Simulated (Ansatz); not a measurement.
## How much does Zn in Al(100), 2x2 scatter?

Wanted: the reflection from a plane of defects, Zn in Al(100), 2x2, and the resistivity it implies.

Calculated with Ansatz 0.2.0; Ansatz plane-wave DFT, PBE, PAW files; ballistic transport by layer matching (Landauer), zero bias; PAW set soft_1, in the first sound run; inputs show where later runs differ.

This is a report of a sequence of runs, with most program output left out.

**1. Starting point**

The cell holds 48 atoms: 47 Al and 1 Zn. Cell: a = 5.725 Å, b = 5.725 Å, c = 24.288 Å, α = 90.0°, β = 90.0°, γ = 90.0°. It derives from Al. Regions: lead, 24 atoms (24 Al); scattering region, 24 atoms (23 Al and 1 Zn). The structure is stacked along c, and the current runs across the ab planes.

**2. Transmission at ideal sites**

The defect sits in one plane of the supercell, all atoms on ideal sites; the layers about the cell's end are the lead. The mesh across the current, 10×10, is finer than the density's, because channels open and close sharply across the zone. Energies from -0.1 to 0.1 eV in steps of 0.05 eV are too few for the program's thermal sum, so it prints no conductance; for a metal the transmission near the Fermi level serves, at a fraction of the cost.

input.yaml reads:

```yaml
crystal:
  lattice:
    - [5.7246940741, 0.0, 0.0]
    - [0.0, 5.7246940741, 0.0]
    - [0.0, 0.0, 24.28782]
  atoms:
    - { symbol: Al, position: [0.0, 0.0, 0.0416666667] }
    - { symbol: Al, position: [0.0, 0.5, 0.0416666667] }
    - { symbol: Al, position: [0.5, 0.0, 0.0416666667] }
    - { symbol: Al, position: [0.5, 0.5, 0.0416666667] }
    - { symbol: Al, position: [0.25, 0.25, 0.125] }
    - { symbol: Al, position: [0.25, 0.75, 0.125] }
    - { symbol: Al, position: [0.75, 0.25, 0.125] }
    - { symbol: Al, position: [0.75, 0.75, 0.125] }
[... 36 atom lines left out ...]
    - { symbol: Al, position: [0.25, 0.25, 0.9583333333] }
    - { symbol: Al, position: [0.25, 0.75, 0.9583333333] }
    - { symbol: Al, position: [0.75, 0.25, 0.9583333333] }
    - { symbol: Al, position: [0.75, 0.75, 0.9583333333] }
kpoints:
  mp_grid: { grid: [4, 4, 1] }
hamiltonian:
  xc: pbe
  pseudopotentials: { kind: paw, azcp: { folder: soft_1 } }
scf:
  occupations: { method: fermi_dirac, width: 0.1 }
output:
  transmission: { leads: [[0, 4]], kmesh: [10, 10], e_range: [-0.1, 0.1], de: 0.05 }
  write_potential: true
  write_density: true
  volumetric_format: npy
  elf: true
```

On the command line:

```bash
$ ansatz run input.yaml --threads 4 --pin off --max-ram 15360MiB --backend cpu --events-out ev --progress --plain --runs-dir out
```

Elapsed: 4.1 min, on 4 threads of Arm Neoverse V1, shared host; peak memory 2.5 GiB.

This run has no spin polarisation although its electron count is odd.

This step gave:

```yaml
free_energy: -28581.5726 eV
energy_at_zero_smearing: -28581.1837 eV
fermi_energy: 7.830 eV
cell_area: 32.77 Å²
transmission_per_spin_nearest_the_fermi_level: 5.833
open_channels_per_spin_nearest_the_fermi_level: 6.09
step_of_the_lead_s_potential: 9.6 meV
```

Per spin. Table of transmission, zone mean by energy, zero at the Fermi level:

```
energy (eV)  transmission, zone mean
    -0.1000                     5.94
    -0.0500                     5.93
     0.0000                     5.83
     0.0500                     6.08
     0.1000                     6.14
```

Per spin. Table of open channels, zone mean, lead by energy, zero at the Fermi level:

```
energy (eV)  open channels, zone mean, lead
    -0.1000                            6.21
    -0.0500                            6.21
     0.0000                            6.09
     0.0500                            6.37
     0.1000                            6.45
```

Transmission over k1 and k2. At 0.0000 eV from the Fermi level.

Ten even steps from '_' (3.40) to '@' (8.63):
```
____..==========..__
==..==++======++==..
%%==++==::**::==++==
%%====::@@::@@::====
%%====**::@@::**====
%%====::@@::@@::====
%%==++==::**::==++==
==..==++======++==..
____..==========..__
____==%%%%%%%%%%==__
```
Columns: k1 (b1) from -0.5 to 0.4; rows upwards: k2 (b2) from -0.5 to 0.4.

Open channels over k1 and k2. At 0.0000 eV from the Fermi level.

Values, 10 rows by 10 columns:
```
4.00 4.00 4.00 6.00 6.00 6.00 6.00 6.00 4.00 4.00
6.00 4.00 6.00 7.00 6.00 6.00 6.00 7.00 6.00 4.00
8.00 6.00 7.00 7.00 5.00 8.00 5.00 7.00 7.00 6.00
8.00 6.00 6.00 5.00 9.00 5.00 9.00 5.00 6.00 6.00
8.00 6.00 6.00 8.00 5.00 9.00 5.00 8.00 6.00 6.00
8.00 6.00 6.00 5.00 9.00 5.00 9.00 5.00 6.00 6.00
8.00 6.00 7.00 7.00 5.00 8.00 5.00 7.00 7.00 6.00
6.00 4.00 6.00 7.00 6.00 6.00 6.00 7.00 6.00 4.00
4.00 4.00 4.00 6.00 6.00 6.00 6.00 6.00 4.00 4.00
4.00 4.00 6.00 8.00 8.00 8.00 8.00 8.00 6.00 4.00
```
Columns: k1 (b1) from -0.5 to 0.4; rows upwards: k2 (b2) from -0.5 to 0.4.

Electrostatic potential energy in the ca plane at fractional y = 0.000, with atoms of Al and Zn within 0.2 Å of it. With pseudopotentials it is smooth inside the atoms' cores, unlike the true potential.

Ten even steps from '0' (-10 eV) to '9' (11 eV), each cell a mean:
```
51683279998506832799996000028999851683179998
73111589998731115899998300168999873111588998
87556888888875568888888866789888887656888888
98878898888988788988889888899888898878898888
87556888888875568888888755688888887556888888
72111589998731115899987311158999873111588998
51683279998506832799985168327999851584179998
41894179998418941799985189516999851795169998
61341389998613413799986124137999861241379998
85224788888852247888888522368888885323688888
88777888888987778988888877788888898777898888
88777888888987778988889887889888898777898888
85224788888852247888888632478888885323688888
61341389998613413799997100038999861241379998
41894179998419941799995000017999851896169998
```
Columns run along c (16.0 Å, from fractional 0.17 to 0.83 of the cell; values clipped at the 3rd and 97th percentile), rows up along a (5.7 Å). Atoms in or near the plane, at fractional coordinates: Al at (0.21, 0.00), Al at (0.21, 0.50), Al at (0.38, 0.00), Al at (0.38, 0.50), Zn at (0.54, 0.00), Al at (0.54, 0.50), Al at (0.71, 0.00), Al at (0.71, 0.50).

Valence density in the ca plane at fractional y = 0.000, with atoms of Al and Zn within 0.2 Å of it. It is the smooth field of the valence electrons, not physical close to the nuclei.

Values in e/Å³, 8 rows by 16 columns, each cell a mean:
```
 0  0  0  0  0  0  0  0  2  5  0  0  0  0  0  0
 0  0  0  0  0  0  0  0  0  0  0  0  0  0  0  0
 0  0  0  0  0  0  0  0  0  0  0  0  0  0  0  0
 0  0  0  0  0  0  0  0  0  0  0  0  0  0  0  0
 0  0  0  0  0  0  0  0  0  0  0  0  0  0  0  0
 0  0  0  0  0  0  0  0  0  0  0  0  0  0  0  0
 0  0  0  0  0  0  0  0  0  0  0  0  0  0  0  0
 0  0  0  0  0  0  0  0  3 11  0  0  0  0  0  0
```
Columns run along c (16.0 Å, from fractional 0.17 to 0.83 of the cell), rows up along a (5.7 Å). Atoms in or near the plane, at fractional coordinates: Al at (0.21, 0.00), Al at (0.21, 0.50), Al at (0.38, 0.00), Al at (0.38, 0.50), Zn at (0.54, 0.00), Al at (0.54, 0.50), Al at (0.71, 0.00), Al at (0.71, 0.50).

ELF in the ca plane at fractional y = 0.000, with atoms of Al and Zn within 0.2 Å of it. It is the smooth field of the valence electrons, not physical close to the nuclei.

Ten even steps from '0' (0.01) to '9' (0.63), each cell a mean:
```
84112775346841127753343100023434685111675345
98547986667995479876554211235556799647987667
99999998888999999988876433357888899999998888
99999999999999999999998766778999999999999999
99999998888999999988889998999888899999998888
98547986667985479866679854698766799546987667
84122775346841227753468512277534685121675345
73251674335732516743367416167533574160574335
86214875456872148854578721488645687314886456
99889987778998899887789987898877899879987778
99999999999999999999998888888999999999999999
99999999999999999999987654567899999999999999
99889987778998899877765322246677899889987778
86214885456872148854443200124445687213886456
73251674335732616743332100023333574170574335
```
Columns run along c (16.0 Å, from fractional 0.17 to 0.83 of the cell), rows up along a (5.7 Å). Atoms in or near the plane, at fractional coordinates: Al at (0.21, 0.00), Al at (0.21, 0.50), Al at (0.38, 0.00), Al at (0.38, 0.50), Zn at (0.54, 0.00), Al at (0.54, 0.50), Al at (0.71, 0.00), Al at (0.71, 0.50).

Over the solved energies the transmission per spin lies between 5.83 and 6.14, out of 6.27 channels of the lead on average (up to 6.45).

**3. Resistance at ideal sites**

This step: Ansatz plane-wave DFT, PBE, PAW files; ballistic transport by layer matching (Landauer), zero bias; area resistance of the defect plane and resistivity an atomic per cent; PAW set soft_1 (Ansatz 0.2.0).

Numbers from this step:

```
area resistance                                                                                 : 0.03126 fΩ m²
T over the leads' mean channel count                                                            : 0.9560
resistivity per at.% scaled from this dense plane, with the factor 3/4 for isotropic scattering : 0.4633 µΩ cm
```

Averaged over the energies near the Fermi level, 95.6 % of the channels pass, which makes 0.0313 fΩ m².

By hand, with T and the leads' channels N averaged over the energies near the Fermi level: RA = A (h/2e²)(1/T − 1/N) = 32.77×10⁻²⁰ m² × 12 906 Ω × (1/5.950 − 1/6.223) = 0.0313 fΩ m². Per atomic per cent: RA × A / V_atom × 0.01 × 3/4 = 0.463 µΩ cm, with the host's V_atom = 16.58 Å³.

**4. Relaxing the neighbours**

The neighbours of the defect are let go while the lead's layers stay on their sites, since a lead must repeat to 0.01 Å.

This step: Ansatz plane-wave DFT, PBE, PAW files; relaxation with the lead's layers held; PAW set soft_1 (Ansatz 0.2.0).

input.yaml: that of step 2 with these lines changed.

```diff
@@ -61,7 +61,6 @@
   occupations: { method: fermi_dirac, width: 0.1 }
-output:
-  transmission: { leads: [[0, 4]], kmesh: [10, 10], e_range: [-0.1, 0.1], de: 0.05 }
-  write_potential: true
-  write_density: true
-  volumetric_format: npy
-  elf: true
+relax:
+  f_tol: 0.03
+  max_steps: 40
+  constraints:
+    - { sites: [0, 1, 2, 3, 4, 5, 6, 7, 8, 9, 10, 11, 36, 37, 38, 39, 40, 41, 42, 43, 44, 45, 46, 47] }
```

Run time: 24 s. Hardware: 4 threads; peak memory 2.1 GiB; 94 s of CPU time.

Step by step:

```
step  energy less that of the first step (eV)  largest force component (eV/Å)
   1                                   0.0000                          0.0366
   2                                  -0.0011                          0.0044
```

The atoms that moved most (Å):

```
atom     dx     dy     dz  length
Al20  0.000  0.000  0.019   0.019
Al18  0.000  0.000  0.014   0.014
Al19  0.000  0.000  0.014   0.014
Al16  0.000  0.000  0.013   0.013
Al15  0.000  0.000  0.013   0.013
Al14  0.000  0.000  0.013   0.013
Al13  0.000  0.000  0.013   0.013
Al17  0.000  0.000  0.010   0.010
```

Numbers from this step:

```
free energy             : -28581.5718 eV
energy at zero smearing : -28581.1833 eV
```

The largest force component on a free atom ends at 0.0044 eV/Å, under the tolerance of 0.03, after 2 steps.

**5. Transmission after relaxation, relaxed yes**

The transmission is solved again on the relaxed atoms.

This step: Ansatz plane-wave DFT, PBE, PAW files; ballistic transport by layer matching (Landauer), zero bias; PAW set soft_1 (Ansatz 0.2.0).

input.yaml reads:

```yaml
crystal:
  lattice:
    - [5.7246940741, 0.0, 0.0]
    - [0.0, 5.7246940741, 0.0]
    - [0.0, 0.0, 24.28782]
  atoms:
    - { symbol: Al, position: [0.0, 0.0, 0.0416666667] }
    - { symbol: Al, position: [0.0, 0.5, 0.0416666667] }
    - { symbol: Al, position: [0.5, 0.0, 0.0416666667] }
    - { symbol: Al, position: [0.5, 0.5, 0.0416666667] }
    - { symbol: Al, position: [0.25, 0.25, 0.125] }
    - { symbol: Al, position: [0.25, 0.75, 0.125] }
    - { symbol: Al, position: [0.75, 0.25, 0.125] }
    - { symbol: Al, position: [0.75, 0.75, 0.125] }
[... 36 atom lines left out ...]
    - { symbol: Al, position: [0.25, 0.25, 0.9583333333] }
    - { symbol: Al, position: [0.25, 0.75, 0.9583333333] }
    - { symbol: Al, position: [0.75, 0.25, 0.9583333333] }
    - { symbol: Al, position: [0.75, 0.75, 0.9583333333] }
kpoints:
  mp_grid: { grid: [4, 4, 1] }
hamiltonian:
  xc: pbe
  pseudopotentials: { kind: paw, azcp: { folder: soft_1 } }
scf:
  occupations: { method: fermi_dirac, width: 0.1 }
output:
  transmission: { leads: [[0, 4]], kmesh: [8, 8], e_range: [-0.05, 0.05], de: 0.05 }
  write_potential: true
  write_density: true
  volumetric_format: npy
```

Wall time 3.3 min (4 threads); peak memory 2 GiB; 11 min of CPU time.

Numbers from this step:

```yaml
free_energy: -28581.5736 eV
energy_at_zero_smearing: -28581.1851 eV
transmission_per_spin_nearest_the_fermi_level: 5.903
open_channels_per_spin_nearest_the_fermi_level: 6.266
step_of_the_lead_s_potential: 12 meV
```

Per spin. Table of transmission, zone mean by energy, zero at the Fermi level:

```
energy (eV)  transmission, zone mean
    -0.0500                     6.02
     0.0000                     5.90
     0.0500                     5.83
```

Transmission over k1 and k2. At 0.0000 eV from the Fermi level.

Ten even steps from '0' (3.36) to '9' (8.65):
```
03144413
71434341
84388834
84489844
84388834
71434341
03144413
00788870
```
Columns: k1 (b1) from -0.5 to 0.375; rows upwards: k2 (b2) from -0.5 to 0.375.

Over the solved energies the transmission per spin lies between 5.83 and 6.02, out of 6.18 channels of the lead on average (up to 6.27).

**6. Resistance after relaxation**

This step: Ansatz plane-wave DFT, PBE, PAW files; ballistic transport by layer matching (Landauer), zero bias; area resistance of the defect plane and resistivity an atomic per cent; PAW set soft_1 (Ansatz 0.2.0).

This step gave:

```yaml
area_resistance: 0.03072 fΩ m²
t_over_the_leads_mean_channel_count: 0.9570
resistivity_per_at_scaled_from_this_dense_plane_with_the_factor_3_over_4_for_isotropic_scattering: 0.4553 µΩ cm
```

Averaged over the energies near the Fermi level, 95.7 % of the channels pass, which makes 0.0307 fΩ m², against 0.0313 on ideal sites.

**7. What came out**

- share of channels that pass, rigid: 0.956
- area resistance, rigid: 0.0313 fΩ m²
- resistivity per at.% from the area resistance, times 3/4, rigid: 0.463 µΩ cm
- share of channels that pass, relaxed: 0.957
- area resistance, relaxed: 0.0307 fΩ m²
- resistivity per at.% from the area resistance, times 3/4, relaxed: 0.455 µΩ cm

**Reading.** The plane of defects adds 0.031 fΩ m². Scaled to one atomic per cent that is 0.61 µΩ cm as it stands and 0.46 with the factor 3/4 for isotropic scattering on a spherical Fermi surface. These are rough estimates of the dilute value, not bounds. One Zn in each 2x2 cell reflects 4.3 % of the lead's channels. The relaxed cell differs by -1.7 % in resistance; between the two runs the lead's own channel count goes from 6.22 to 6.18, so sampling may have a part in it. The defects form a dense periodic sheet that scatters coherently, unlike a dilute random alloy. T and N are means over the solved energies nearest the Fermi level.

[Logs are printed without paths, hosts, clocks, repeated set-up lines and the standing remarks that a program may print on its own settings, such as how far it seeks lower states.]

[Hosts, paths, dates, database ids (printed as entryN), source tags and the programs' standing remarks are cut or masked in the printed files.]
